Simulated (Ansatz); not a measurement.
A 6-atom cell of Cu2O started from a crystallographic database: an Ansatz output whose functional has been blanked. The cell was relaxed beforehand with r2SCAN.

```cif
data_structure
_symmetry_space_group_name_H-M 'P 1'
_symmetry_Int_Tables_number 1
_cell_length_a 4.2461
_cell_length_b 4.2461
_cell_length_c 4.2461
_cell_angle_alpha 90.000
_cell_angle_beta 90.000
_cell_angle_gamma 90.000
_cell_volume 76.55
loop_
_atom_site_label
_atom_site_type_symbol
_atom_site_fract_x
_atom_site_fract_y
_atom_site_fract_z
_atom_site_occupancy
Cu1 Cu 0.25000 0.25000 0.25000 1
Cu2 Cu 0.25000 0.75000 0.75000 1
Cu3 Cu 0.75000 0.75000 0.25000 1
Cu4 Cu 0.75000 0.25000 0.75000 1
O1 O 0.00000 0.00000 0.00000 1
O2 O 0.50000 0.50000 0.50000 1
```

```
Pseudopotential: Cu, paw, valence charge 19, recommended cutoff 420 eV
Pseudopotential: O, paw, valence charge 6, recommended cutoff 420 eV
Crystal: 6 atoms, lattice volume = 76.553 Å³
Basis set: ecut = 420 eV, 1503 PW (Γ)
Bands: 49, of which v1, the nominal top of the filled ones, is band 44 counted from 1 (43 counted from 0)
Symmetry: 48 space group operations
Space group: Pn-3m (ITA 224)
k-points: 10 of 64
[warm-up without exact exchange]
SCF 1 stopped early in 4 iterations: F = -27632.949125 eV  dr2 = 1.05e-5
[exact exchange on]
SCF 2 stopped early in 7 iterations: F = -27628.999303 eV  dr2 = 3.87e-5
hybrid outer 1: dexx = +7.167e-2 eV, tail = 3.91e-4 eV
SCF 3 converged in 5 iterations: F = -27628.999252 eV  dr2 = 4.94e-9
hybrid outer 2: dexx = +5.290e-6 eV, tail = 2.73e-7 eV, Δε = 8.37e-3 eV
SCF 4 converged in 2 iterations: F = -27628.999253 eV  dr2 = 1.33e-9
hybrid outer 3: dexx = +7.183e-9 eV, tail = 7.31e-9 eV, Δε = 1.88e-4 eV, ΔF = 2.31e-18 eV/Å
NSCF: frozen V_eff on 4 k-points
hybrid SCF converged: 3 outer / 14 inner (+4 warm-up)
Free energy (F): -27628.999253 eV
Fermi energy:    10.125950 eV
--- Per-component energies (eV) ---
  E_band       = -2070.091677
  E_kinetic    = 1551.121328
  E_local      = -19771.143903
  E_nonlocal   = 1713.170030
  E_hartree    = 8677.042917
  E_xc         = -399.016330
  E_vxc        = -508.372211
  E_exx        = -475.059264
  E_paw        = -6633.747532
  E_vpaw       = -1458.842240
  E_ewald      = -12290.418073
  E_core_change = -0.954383
--- Stress (GPa, compression-positive) ---
        3.094691       0.000000       0.000000
        0.000000       3.094691       0.000000
        0.000000       0.000000       3.094691
  P = ⅓ Tr σ = 3.0947 GPa (30.947 kbar)
--- Band table (eV; the first three rows and the last of 10) ---
  k-point 0: bands = […, 7.8389, 7.8389, 7.8389, 10.1259, 10.1259, 10.1259, 12.1585, 12.5786, 12.5786, 20.2614, …]
  k-point 1: bands = […, 7.7647, 7.9166, 7.9166, 8.6273, 9.9917, 9.9917, 12.7298, 13.5101, 14.0651, 18.7491, …]
  k-point 2: bands = […, 7.7020, 7.7020, 8.3702, 8.3702, 9.7972, 9.7972, 13.9655, 13.9655, 15.7577, 15.7577, …]
  k-point 9: bands = […, 7.7825, 7.7825, 9.2020, 9.3455, 9.3455, 9.3455, 13.9307, 13.9307, 13.9307, 16.9527, …]
```

bands.tsv, columns around the gap (it counts bands from 0):
```tsv
# k_distance	band_39	band_40	band_41	band_42	band_43	band_44	band_45	band_46	band_47
# fermi_ev = 10.125950
# [0, 0, 0] at k_distance = 0.000000
# [0, 0.5, 0] at k_distance = 0.739881
# [0.5, 0.5, 0] at k_distance = 1.479761
# [0.5, 0.5, 0.5] at k_distance = 2.219642
# levels_relative_to = fermi_ev
0.000	-2.287	-2.287	0.000	0.000	0.000	2.033	2.453	2.453	10.135
0.740	-2.424	-1.756	-1.756	-0.329	-0.329	3.840	3.840	5.632	5.632
1.480	-2.061	-1.781	-1.781	-0.709	-0.709	3.367	3.367	5.513	5.513
2.220	-2.343	-0.924	-0.780	-0.780	-0.780	3.805	3.805	3.805	6.827
```
In order the rows are Γ, X, M, R.

**Question.** Which functional gave these numbers?
A. LC-ωPBE
B. PBE0
C. Hartree-Fock
D. HSE06

**Answer.** D. HSE06. The exchange loop and the term E_exx show exact exchange. The HSE06 gap is direct at Γ: 2.03 eV. Among hybrids the size of the gap and of E_exx follows the share and range of exact exchange. The stress of a hybrid is loosely converged here. The log narrows the family; the member has to be judged from the numbers.

Command: `ansatz run input.yaml --threads 4 --pin off --max-ram 7372MiB --backend cpu --events-out ev --progress --plain --runs-dir out`. Wall time 31 s on 4 threads of Arm Neoverse V2, on a shared host; peak host memory 1.1 GiB.

No spin polarisation and no zero-point or thermal motion.

The meshes of the hybrids are coarse, so their gaps aren't converged to the digits shown.
